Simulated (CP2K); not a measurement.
# TePb (Fm-3m) in CP2K: notebook, part 2 of 3

CP2K 2026.2. Earlier steps stand in the parts before.

## 3. Single point, PBE (atoms moved at random, drawn with an rms of 0.1 Å)

Contents of tepb_scf.inp:

```
&GLOBAL
  PROJECT tepb_scf
  RUN_TYPE ENERGY_FORCE
  PRINT_LEVEL LOW
&END GLOBAL
&FORCE_EVAL
  METHOD QS
  STRESS_TENSOR ANALYTICAL
  &DFT
    BASIS_SET_FILE_NAME BASIS_MOLOPT_UZH
    POTENTIAL_FILE_NAME POTENTIAL_UZH
    &MGRID
      CUTOFF 500
      REL_CUTOFF 60
      NGRIDS 5
    &END MGRID
    &QS
      METHOD GAPW
      EPS_DEFAULT 1.0E-9
    &END QS
    &KPOINTS
      SCHEME MONKHORST-PACK 7 7 7
      GAMMA_CENTERED T
      SYMMETRY T
      SYMMETRY_BACKEND SPGLIB
    &END KPOINTS
    &SCF
      SCF_GUESS ATOMIC
      EPS_SCF 1.0E-6
      MAX_SCF 100
      ADDED_MOS 10
      CHOLESKY OFF
      EPS_EIGVAL 1.0E-7
      &DIAGONALIZATION ON
        ALGORITHM STANDARD
      &END DIAGONALIZATION
      &MIXING ON
        METHOD BROYDEN_MIXING
        ALPHA 0.4
        BETA 1.5
        NBUFFER 8
      &END MIXING
      &SMEAR ON
        METHOD FERMI_DIRAC
        ELECTRONIC_TEMPERATURE [K] 580.226
      &END SMEAR
    &END SCF
    &XC
      &XC_FUNCTIONAL PBE
      &END XC_FUNCTIONAL
    &END XC
    &PRINT
      &KPOINTS ON
      &END KPOINTS
      &MULLIKEN ON
      &END MULLIKEN
      &MO ON
        ENERGIES T
        OCCUPATION_NUMBERS T
        &EACH
          QS_SCF 0
        &END EACH
        ADD_LAST NUMERIC
      &END MO
      &LOWDIN ON
      &END LOWDIN
      &HIRSHFELD ON
        SHAPE_FUNCTION DENSITY
      &END HIRSHFELD
      &E_DENSITY_CUBE ON
        STRIDE 2
      &END E_DENSITY_CUBE
      &V_HARTREE_CUBE ON
        STRIDE 2
      &END V_HARTREE_CUBE
    &END PRINT
  &END DFT
  &SUBSYS
    &CELL
      A 4.5693240200 0.0000000000 0.0000000000
      B 2.2846620100 3.9571506795 0.0000000000
      C 2.2846620100 1.3190502265 3.7308374395
      PERIODIC XYZ
    &END CELL
    &COORD
      Pb  -0.0976670163 0.0969594250 0.0211240016
      Te  4.5575214561 2.6448487140 1.8094822740
    &END COORD
    &KIND Pb
      BASIS_SET TZVP-MOLOPT-PBE-GTH-q4
      POTENTIAL GTH-PBE-q4
      LEBEDEV_GRID 110
      RADIAL_GRID 80
    &END KIND
    &KIND Te
      BASIS_SET TZVP-MOLOPT-PBE-GTH-q6
      POTENTIAL GTH-PBE-q6
      LEBEDEV_GRID 110
      RADIAL_GRID 80
    &END KIND
    &PRINT
      &ATOMIC_COORDINATES ON
      &END ATOMIC_COORDINATES
      &CELL ON
      &END CELL
    &END PRINT
  &END SUBSYS
  &PRINT
    &FORCES ON
    &END FORCES
    &STRESS_TENSOR ON
    &END STRESS_TENSOR
  &END PRINT
&END FORCE_EVAL
```

Potentials or basis: POTENTIAL_UZH Pb GTH-PBE-q4, Te GTH-PBE-q6; TZVP-MOLOPT-PBE-GTH basis.

On the command line:

```sh
> OMP_NUM_THREADS=1 cp2k.psmp -i tepb_scf.inp -o tepb_scf.out
```

tepb_scf.out:

```text

 CP2K| version string:                                       CP2K version 2026.2
 CP2K| Input file name                                              tepb_scf.inp

 GLOBAL| Force Environment number                                              1
 GLOBAL| Basis set file name                                    BASIS_MOLOPT_UZH
 GLOBAL| Potential file name                                       POTENTIAL_UZH
 GLOBAL| MM Potential file name                                     MM_POTENTIAL
 GLOBAL| Coordinate file name                                      __STD_INPUT__
 GLOBAL| Method name                                                        CP2K
 GLOBAL| Project name                                                   tepb_scf
 GLOBAL| Run type                                                   ENERGY_FORCE
 GLOBAL| FFT library                                                       FFTW3
 GLOBAL| Diagonalization library                                       ScaLAPACK
 GLOBAL| Cholesky decomposition library                                ScaLAPACK
 GLOBAL| DGEMM library                                                      BLAS
 GLOBAL| Direct generalized diagonalization requested                          F
 GLOBAL| Matrix multiplication library                                 ScaLAPACK
 GLOBAL| Global print level                                                  LOW
 GLOBAL| Total number of message passing processes                             1
 GLOBAL| Number of threads for this process                                    1
 GLOBAL| CPU model name                                 Intel(R) Xeon(R) 6975P-C

 CELL| Volume [angstrom^3]:                                            67.459151
 CELL| Vector a [angstrom]:       4.569     0.000     0.000   |a| =     4.569324
 CELL| Vector b [angstrom]:       2.285     3.957     0.000   |b| =     4.569324
 CELL| Vector c [angstrom]:       2.285     1.319     3.731   |c| =     4.569324
 CELL| Angle (b,c), alpha [degree]:                                    60.000000
 CELL| Angle (a,c), beta  [degree]:                                    60.000000
 CELL| Angle (a,b), gamma [degree]:                                    60.000000
 CELL| Numerically orthorhombic:                                              NO
 CELL| Periodicity                                                           XYZ

 CELL_REF| Volume [angstrom^3]:                                        67.459151
 CELL_REF| Vector a [angstrom     4.569     0.000     0.000   |a| =     4.569324
 CELL_REF| Vector b [angstrom     2.285     3.957     0.000   |b| =     4.569324
 CELL_REF| Vector c [angstrom     2.285     1.319     3.731   |c| =     4.569324
 CELL_REF| Angle (b,c), alpha [degree]:                                60.000000
 CELL_REF| Angle (a,c), beta  [degree]:                                60.000000
 CELL_REF| Angle (a,b), gamma [degree]:                                60.000000
 CELL_REF| Numerically orthorhombic:                                          NO
 CELL_REF| Periodicity                                                       XYZ

 GENERATE|  Preliminary Number of Bonds generated:                             0
 GENERATE|  Achieved consistency in connectivity generation.

 *******************************************************************************
 *******************************************************************************
 **            Copyright (C) by CP2K developers group (2000-2026)             **
 *******************************************************************************

 TOTAL NUMBERS AND MAXIMUM NUMBERS

  Total number of            - Atomic kinds:                                   2
                             - Atoms:                                          2
                             - Shell sets:                                     2
                             - Shells:                                        14
                             - Primitive Cartesian functions:                  8
                             - Cartesian basis functions:                     36
[... 134 lines left out ...]

  GAPW| Exc from hard and soft atomic rho1:                     0.00000000000000
  GAPW| local Eh = 1 center integrals:                          0.00000000000000
  Electronic entropic energy:                                  -0.00000009078739
  Fermi energy:                                                 0.15658215043777

  Total energy:                                               -11.72934762143771
  Total energy (extrapolated to T->0):                        -11.72934757604402

 MO| EIGENVALUES AND OCCUPATION NUMBERS FOR K POINT 1
 MO|
 MO|  Index      Eigenvalue [a.u.]        Eigenvalue [eV]             Occupation
 MO|      1              -0.257670              -7.011556               2.000000
 MO|      2              -0.170447              -4.638090               2.000000
 MO|      3               0.100188               2.726266               2.000000
 MO|      4               0.100307               2.729502               2.000000
 MO|      5               0.138770               3.776131               1.999877
 MO|      6               0.174136               4.738485               0.000142
 MO|      7               0.194115               5.282138               0.000000
 MO|      8               0.195101               5.308959               0.000000
 MO|      9               0.465323              12.662073               0.000000
 MO|     10               0.525213              14.291781               0.000000
 MO|     11               0.526013              14.313539               0.000000
 MO|     12               0.554206              15.080704               0.000000
 MO|     13               0.645766              17.572179               0.000000
[... 269 lines left out ...]
 MO|      4               0.039092               1.063737               2.000000
 MO|      5               0.117499               3.197305               2.000000
 MO|      6               0.200665               5.460380               0.000000
 MO|      7               0.282828               7.696144               0.000000
 MO|      8               0.310843               8.458472               0.000000
 MO|      9               0.392340              10.676127               0.000000
 MO|     10               0.471002              12.816626               0.000000
 MO|     11               0.569217              15.489178               0.000000
 MO|     12               0.598726              16.292174               0.000000
 MO|     13               0.640191              17.420482               0.000000
 MO|     14               0.689391              18.759273               0.000000
 MO|     15               0.726388              19.766020               0.000000
 MO| Sum:                                                              10.000000
 MO| E(Fermi):            0.156582 a.u.          4.260817 eV

 [... the levels of further k-points ...]

 The electron density is written in Cube    file format to the file:

 tepb_scf-ELECTRON_DENSITY-1_0.cube

 Soft electronic charge (R-space) :       -9.9999999997
 Hard electronic charge (R-space) :       -0.0000000000
 Total electronic charge (R-space):       -9.9999999997

 !-----------------------------------------------------------------------------!
                     Mulliken Population Analysis

 #  Atom  Element  Kind  Atomic population                           Net charge
       1     Pb       1          3.456818                              0.543182
       2     Te       2          6.543182                             -0.543182
 # Total charge                             10.000000                 -0.000000

 !-----------------------------------------------------------------------------!

 !-----------------------------------------------------------------------------!
                           Hirshfeld Charges

  #Atom  Element  Kind  Ref Charge     Population                    Net charge
      1       Pb     1       4.000          3.834                         0.166
      2       Te     2       6.000          6.166                        -0.166

  Total Charge                                                           -0.000
 !-----------------------------------------------------------------------------!

 LOWDIN POPULATION ANALYSIS

 #  Atom  Element  Kind  Atomic population                           Net charge
       1     Pb       1          4.455091                             -0.455091
       2     Te       2          5.544909                              0.455091
 # Total charge                             10.000000                 -0.000000

 ENERGY| Total FORCE_EVAL ( QS ) energy [hartree]            -11.729347762524826

 FORCES| Atomic forces [hartree/bohr]
 FORCES|   Atom     x               y               z               |f|
 FORCES|      1  1.57366237E-03 -1.79916370E-03 -1.53113002E-03   2.83861981E-03
 FORCES|      2 -1.57429599E-03  1.79953351E-03  1.53133845E-03   2.83931790E-03
 FORCES| Sum    -6.33621400E-07  3.69810117E-07  2.08426471E-07
 FORCES| Total atomic force                                       7.62677648E-07

 STRESS| Analytical stress tensor [bar]
 STRESS|                        x                   y                   z
 STRESS|      x        2.83564019732E+04  -3.40408026405E+02  -6.98835570689E+02
 STRESS|      y       -3.40408026405E+02   3.06940152399E+04   2.08830718275E+03
 STRESS|      z       -6.98835570689E+02   2.08830718275E+03   2.93976521333E+04
 STRESS| 1/3 Trace                                             2.94826897821E+04
 STRESS| Determinant                                           2.54458223502E+13

 STRESS| Eigenvectors and eigenvalues of the analytical stress tensor [bar]
 STRESS|                        1                   2                   3
 STRESS| Eigenvalues   2.76451631539E+04   2.84509582657E+04   3.23519479268E+04
 STRESS|      x           0.508853695649      0.843695154435     -0.171015796953
 STRESS|      y          -0.447073905897      0.428767397419      0.785037223052
 STRESS|      z           0.735658099317     -0.323012391858      0.595373962830
```

Wall time 14 s (1 thread of Intel Xeon 6975P-C (Granite Rapids), shared host); peak memory 0.4 GiB.

What came out:

```
Free energy            : -319.1718 eV
Pressure               : 2.9 GPa
Largest force          : 0.146 eV/Å
Band gap on the k mesh : 0.96 eV, direct
Mulliken charges       : Pb +0.54; Te -0.54 e
Hirshfeld charges      : Pb +0.17; Te -0.17 e
```

Forces in eV/Å, atoms in the order of the input:
```
Pb   0.081 -0.093 -0.079
Te  -0.081  0.093  0.079
```

Stress tensor (GPa, compression positive):
```
 2.84 -0.03 -0.07
-0.03  3.07  0.21
-0.07  0.21  2.94
```

Levels at points of the mesh, in eV from the valence-band top:
```csv
k point,band 3,band 4,band 5,band 6,band 7,band 8
"(0.00, 0.00, 0.00)",-1.36,-1.33,-1.30,4.22,4.29,4.39
```

Caveat: Mulliken charges move with the basis; spin-orbit coupling is left out, which as a rule narrows the gap of such compounds by several tenths of an eV; an odd mesh through Γ misses points on the zone boundary, where band edges often lie; the basis of atomic orbitals isn't converged, which shifts pressures, moduli and gaps.

(Continued in part 3 of 3.)
